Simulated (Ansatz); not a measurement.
# MgO: the cost of one run

Program: Ansatz 0.2.0. Level of theory: DFT PBE, scalar-relativistic, plane waves, PAW. These are calculated values, not measurements.

## 1. The structure to begin with

It takes space group P6_3mc (No. 186, hexagonal). Conventional cell: a = 3.308 Å, b = 3.308 Å, c = 4.983 Å, α = 90.00°, β = 90.00°, γ = 120.00°. Around Mg (site symmetry 3m) lie 4 O at 1.97 to 1.99 Å. O (site symmetry 3m) is surrounded by 4 Mg at 1.97 to 1.99 Å.

As a file:

```cif
data_structure
_symmetry_space_group_name_H-M 'P 1'
_symmetry_Int_Tables_number 1
_cell_length_a 7.5930
_cell_length_b 7.5930
_cell_length_c 11.1042
_cell_angle_alpha 107.127
_cell_angle_beta 107.127
_cell_angle_gamma 97.971
_cell_volume 566.59
loop_
_atom_site_label
_atom_site_type_symbol
_atom_site_fract_x
_atom_site_fract_y
_atom_site_fract_z
_atom_site_occupancy
Mg1 Mg 0.99892 0.83225 0.83333 1
Mg2 Mg 0.49892 0.33225 0.83333 1
Mg3 Mg 0.16559 0.49892 0.66667 1
Mg4 Mg 0.66559 0.99892 0.66667 1
Mg5 Mg 0.33225 0.16559 0.50000 1
Mg6 Mg 0.83225 0.66559 0.50000 1
Mg7 Mg 0.49892 0.83225 0.33333 1
Mg8 Mg 0.99892 0.33225 0.33333 1
Mg9 Mg 0.66559 0.49892 0.16667 1
Mg10 Mg 0.16559 0.99892 0.16667 1
Mg11 Mg 0.83225 0.16559 0.00000 1
Mg12 Mg 0.33225 0.66559 0.00000 1
Mg13 Mg 0.58225 0.74892 0.83333 1
Mg14 Mg 0.08225 0.24892 0.83333 1
Mg15 Mg 0.74892 0.41559 0.66667 1
Mg16 Mg 0.24892 0.91559 0.66667 1
Mg17 Mg 0.91559 0.08225 0.50000 1
Mg18 Mg 0.41559 0.58225 0.50000 1
Mg19 Mg 0.08225 0.74892 0.33333 1
Mg20 Mg 0.58225 0.24892 0.33333 1
Mg21 Mg 0.24892 0.41559 0.16667 1
Mg22 Mg 0.74892 0.91559 0.16667 1
Mg23 Mg 0.41559 0.08225 0.00000 1
Mg24 Mg 0.91559 0.58225 0.00000 1
O1 O 0.79878 0.63211 0.83333 1
O2 O 0.29878 0.13211 0.83333 1
O3 O 0.96545 0.29878 0.66667 1
O4 O 0.46545 0.79878 0.66667 1
O5 O 0.13211 0.96545 0.50000 1
O6 O 0.63211 0.46545 0.50000 1
O7 O 0.29878 0.63211 0.33333 1
O8 O 0.79878 0.13211 0.33333 1
O9 O 0.46545 0.29878 0.16667 1
O10 O 0.96545 0.79878 0.16667 1
O11 O 0.63211 0.96545 0.00000 1
O12 O 0.13211 0.46545 0.00000 1
O13 O 0.38211 0.54878 0.83333 1
O14 O 0.88211 0.04878 0.83333 1
O15 O 0.54878 0.21545 0.66667 1
O16 O 0.04878 0.71545 0.66667 1
O17 O 0.71545 0.88211 0.50000 1
O18 O 0.21545 0.38211 0.50000 1
O19 O 0.88211 0.54878 0.33333 1
O20 O 0.38211 0.04878 0.33333 1
O21 O 0.04878 0.21545 0.16667 1
O22 O 0.54878 0.71545 0.16667 1
O23 O 0.21545 0.88211 0.00000 1
O24 O 0.71545 0.38211 0.00000 1
```

The runs take a perfect supercell of 48 atoms; the defect goes to fractional position (0.999, 0.832, 0.833).

## 2. The perfect supercell

input.yaml reads:

```yaml
crystal:
  lattice:
    - [-4.96168, 2.864628, -4.982882]
    - [4.96168, -2.864628, -4.982882]
    - [-4.96168, -8.593883, 4.982881]
  atoms:
    - { symbol: Mg, position: [0.99892, 0.832254, 0.833333] }
    - { symbol: Mg, position: [0.49892, 0.332254, 0.833333] }
    - { symbol: Mg, position: [0.165586, 0.49892, 0.666667] }
    - { symbol: Mg, position: [0.665586, 0.99892, 0.666667] }
    - { symbol: Mg, position: [0.332253, 0.165587, 0.5] }
    - { symbol: Mg, position: [0.832253, 0.665587, 0.5] }
    - { symbol: Mg, position: [0.49892, 0.832254, 0.333333] }
    - { symbol: Mg, position: [0.99892, 0.332254, 0.333333] }
    - { symbol: Mg, position: [0.665586, 0.49892, 0.166667] }
    - { symbol: Mg, position: [0.165586, 0.99892, 0.166667] }
    - { symbol: Mg, position: [0.832253, 0.165587, 0.0] }
    - { symbol: Mg, position: [0.332253, 0.665587, 0.0] }
    - { symbol: Mg, position: [0.582254, 0.74892, 0.833333] }
    - { symbol: Mg, position: [0.082254, 0.24892, 0.833333] }
    - { symbol: Mg, position: [0.74892, 0.415586, 0.666667] }
    - { symbol: Mg, position: [0.24892, 0.915586, 0.666667] }
    - { symbol: Mg, position: [0.915587, 0.082253, 0.5] }
    - { symbol: Mg, position: [0.415587, 0.582253, 0.5] }
    - { symbol: Mg, position: [0.082254, 0.74892, 0.333333] }
    - { symbol: Mg, position: [0.582254, 0.24892, 0.333333] }
    - { symbol: Mg, position: [0.24892, 0.415586, 0.166667] }
    - { symbol: Mg, position: [0.74892, 0.915586, 0.166667] }
    - { symbol: Mg, position: [0.415587, 0.082253, 0.0] }
    - { symbol: Mg, position: [0.915587, 0.582253, 0.0] }
    - { symbol: O, position: [0.79878, 0.632114, 0.833333] }
    - { symbol: O, position: [0.29878, 0.132114, 0.833333] }
    - { symbol: O, position: [0.965446, 0.29878, 0.666667] }
    - { symbol: O, position: [0.465446, 0.79878, 0.666667] }
    - { symbol: O, position: [0.132113, 0.965447, 0.5] }
    - { symbol: O, position: [0.632113, 0.465447, 0.5] }
    - { symbol: O, position: [0.29878, 0.632114, 0.333333] }
    - { symbol: O, position: [0.79878, 0.132114, 0.333333] }
    - { symbol: O, position: [0.465446, 0.29878, 0.166667] }
    - { symbol: O, position: [0.965446, 0.79878, 0.166667] }
    - { symbol: O, position: [0.632113, 0.965447, 0.0] }
    - { symbol: O, position: [0.132113, 0.465447, 0.0] }
    - { symbol: O, position: [0.382114, 0.54878, 0.833333] }
    - { symbol: O, position: [0.882114, 0.04878, 0.833333] }
    - { symbol: O, position: [0.54878, 0.215446, 0.666667] }
    - { symbol: O, position: [0.04878, 0.715446, 0.666667] }
    - { symbol: O, position: [0.715447, 0.882113, 0.5] }
    - { symbol: O, position: [0.215447, 0.382113, 0.5] }
    - { symbol: O, position: [0.882114, 0.54878, 0.333333] }
    - { symbol: O, position: [0.382114, 0.04878, 0.333333] }
    - { symbol: O, position: [0.04878, 0.215446, 0.166667] }
    - { symbol: O, position: [0.54878, 0.715446, 0.166667] }
    - { symbol: O, position: [0.215447, 0.882113, 0.0] }
    - { symbol: O, position: [0.715447, 0.382113, 0.0] }
basis:
  ecutwfc: 420
  fft_grid_basis: typed
kpoints:
  mp_grid: { grid: [2, 2, 2] }
hamiltonian:
  xc: pbe
  pseudopotentials: { kind: paw }
scf:
  occupations: { method: gaussian, width: 0.05 }
output:
  forces: true
  stress: false
  eigenvalues: true
  bader: false
  write_density: true
  volumetric_format: npy
```

Launch:

```sh
> ansatz run input.yaml --threads 4 --pin off --max-ram 10240MiB --backend cpu --events-out ev --progress --plain --runs-dir out
```

Q: Estimate wall time and peak memory on 4 threads of Intel Xeon 6975P-C (Granite Rapids), shared host.

About 4.4 s, with a peak of 2.6 GiB.
